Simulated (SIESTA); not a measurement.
Crystal: Ni.

```
Ni
1.0
     0.00000    1.73757    1.73757
     1.73757    0.00000    1.73757
     1.73757    1.73757    0.00000
Ni
1
Direct
  0.00000 0.00000 0.00000
```

Base run:

```yaml
Program: SIESTA 5.4.2
Functional: PBE
Potentials_or_basis: PseudoDojo 0.4 standard (PBE files)
Basis: SZP (energy shift 0.003 Ry)
Grid_cutoff: 800 Ry
Energy_shift: 0.003 Ry
k_mesh: 9 × 9 × 9
Occupations: fermi-dirac, width 0.05 eV
Spin: collinear spin, ferromagnetic start
Starting_moments: "[1.0] μB"
```

Its results: band gap on the k mesh none (metal or under the smearing width); pressure 17.0 GPa; net moment 0.57 μB per cell; site moments Ni +0.57 μB.

Q: The run is repeated on the same cell with these changes: basis from SZP (energy shift 0.003 Ry) to DZP (energy shift 0.003 Ry; two zetas on semicore shells). What comes out?

A: Band gap on the k mesh none (metal or under the smearing width); pressure 7.6 GPa; net moment 0.51 μB per cell; site moments Ni +0.51 μB.

Caveats: short orbitals over semicore shells can move pressures by several GPa; the basis of atomic orbitals isn't converged, which shifts pressures, moduli and gaps.
